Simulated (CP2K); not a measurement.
Set up this calculation in CP2K 2026.2, as the native input.

```yaml
Task: single point
Functional: PBEsol
Potentials_or_basis: POTENTIAL_UZH Fe GTH-PBE-q16, O GTH-PBE-q6; TZVP-MOLOPT-PBE-GTH basis
Density_cutoff: 8163 eV
k_mesh: 11 × 11 × 11
Occupations: fermi-dirac, width 0.05 eV
Spin: collinear spin, ferromagnetic start
Starting_moments: "[4.5, 0.0] μB"
SCF_solver: diagonalisation with k points
Quickstep_method: GPW
EPS_DEFAULT: 1.0E-10
EPS_SCF: 1.0E-6
MAX_SCF: 150
SCF_GUESS: ATOMIC
k_points_reduced_by_the_point_group: yes
Mesh_centred_on_Gamma: yes
CHOLESKY: OFF
EPS_EIGVAL: 1.0E-7
MIXING_METHOD: PULAY_MIXING
MIXING_ALPHA: 0.4
NBUFFER: 6
NGRIDS: 5
Basis_sets: Fe TZVP-MOLOPT-PBE-GTH-q16, O TZVP-MOLOPT-PBE-GTH-q6
Potentials: Fe GTH-PBE-q16 of POTENTIAL_UZH, O GTH-PBE-q6 of POTENTIAL_UZH
MULTIPLICITY_of_the_start: 5
ADDED_MOS: "[13, 17]"
REL_CUTOFF_Ry: 60 Ry
MIXING_BETA_1/bohr: 1.5 1/bohr
CUTOFF_of_the_grids: 600 Ry
```

The system is FeO (Wuestite).

```
Fe O
1.0
     3.06986    0.00000    0.00000
     1.56698    2.63981    0.00000
     1.56698    0.89210    2.48451
Fe O
1 1
Direct
  0.00000 0.00000 0.00000
  0.50000 0.50000 0.50000
```

The input as run:

feo_scf.inp

```
&GLOBAL
  PROJECT feo_scf
  RUN_TYPE ENERGY_FORCE
  PRINT_LEVEL LOW
&END GLOBAL
&FORCE_EVAL
  METHOD QS
  STRESS_TENSOR ANALYTICAL
  &DFT
    BASIS_SET_FILE_NAME BASIS_MOLOPT_UZH
    POTENTIAL_FILE_NAME POTENTIAL_UZH
    UKS T
    MULTIPLICITY 5
    &MGRID
      CUTOFF 600
      REL_CUTOFF 60
      NGRIDS 5
    &END MGRID
    &QS
      METHOD GPW
      EPS_DEFAULT 1.0E-10
    &END QS
    &KPOINTS
      SCHEME MONKHORST-PACK 11 11 11
      GAMMA_CENTERED T
      SYMMETRY T
      SYMMETRY_BACKEND SPGLIB
    &END KPOINTS
    &SCF
      SCF_GUESS ATOMIC
      EPS_SCF 1.0E-6
      MAX_SCF 150
      ADDED_MOS 13 17
      CHOLESKY OFF
      EPS_EIGVAL 1.0E-7
      &DIAGONALIZATION ON
        ALGORITHM STANDARD
      &END DIAGONALIZATION
      &MIXING ON
        METHOD PULAY_MIXING
        ALPHA 0.4
        BETA 1.5
        NBUFFER 6
      &END MIXING
      &SMEAR ON
        METHOD FERMI_DIRAC
        ELECTRONIC_TEMPERATURE 580.23
      &END SMEAR
    &END SCF
    &XC
      &XC_FUNCTIONAL
        &PBE
          PARAMETRIZATION PBESOL
        &END PBE
      &END XC_FUNCTIONAL
    &END XC
    &PRINT
      &KPOINTS ON
      &END KPOINTS
      &MULLIKEN ON
      &END MULLIKEN
      &MO ON
        ENERGIES T
        OCCUPATION_NUMBERS T
        &EACH
          QS_SCF 0
        &END EACH
        ADD_LAST NUMERIC
      &END MO
      &LOWDIN ON
      &END LOWDIN
      &HIRSHFELD ON
        SHAPE_FUNCTION DENSITY
      &END HIRSHFELD
      &E_DENSITY_CUBE ON
        STRIDE 2
      &END E_DENSITY_CUBE
      &V_HARTREE_CUBE ON
        STRIDE 2
      &END V_HARTREE_CUBE
      &ELF_CUBE ON
        STRIDE 2
      &END ELF_CUBE
    &END PRINT
  &END DFT
  &SUBSYS
    &CELL
      A 3.0698575869 0.0000000000 0.0000000000
      B 1.5669755359 2.6398131134 0.0000000000
      C 1.5669755359 0.8921008064 2.4845058714
      PERIODIC XYZ
    &END CELL
    &COORD
      SCALED
      Fe  0.0000000000 0.0000000000 0.0000000000
      O   0.5000000000 0.5000000000 0.5000000000
    &END COORD
    &KIND Fe
      BASIS_SET TZVP-MOLOPT-PBE-GTH-q16
      POTENTIAL GTH-PBE-q16
      MAGNETIZATION 4.5
    &END KIND
    &KIND O
      BASIS_SET TZVP-MOLOPT-PBE-GTH-q6
      POTENTIAL GTH-PBE-q6
    &END KIND
    &PRINT
      &ATOMIC_COORDINATES ON
      &END ATOMIC_COORDINATES
      &CELL ON
      &END CELL
    &END PRINT
  &END SUBSYS
  &PRINT
    &FORCES ON
    &END FORCES
    &STRESS_TENSOR ON
    &END STRESS_TENSOR
  &END PRINT
&END FORCE_EVAL
```

Potentials or basis: POTENTIAL_UZH Fe GTH-PBE-q16, O GTH-PBE-q6; TZVP-MOLOPT-PBE-GTH basis.

Run with:

```console
$ OMP_NUM_THREADS=1 cp2k.psmp -i feo_scf.inp -o feo_scf.out
```

It gave:

* Pressure: -8.5 GPa
* Net moment: 4.00 μB per cell
* Absolute moment: 4.01 μB per cell
* Site moments: Fe +3.77; O +0.23 μB
* Mulliken charges: Fe +1.32; O -1.32 e
* Hirshfeld charges: Fe +0.23; O -0.23 e

Caveat: Mulliken charges move with the basis; the potentials were made for another functional, which shifts forces and pressure; the basis of atomic orbitals isn't converged, which shifts pressures, moduli and gaps; the total moment is fixed, so each spin has its own Fermi level; a cell with one magnetic atom can't hold antiferromagnetic order, which such compounds often take.

It took 3 min on 1 thread of Intel(R) Xeon(R) 6975P-C (Granite Rapids) (shared host), peak memory 0.47 GiB.
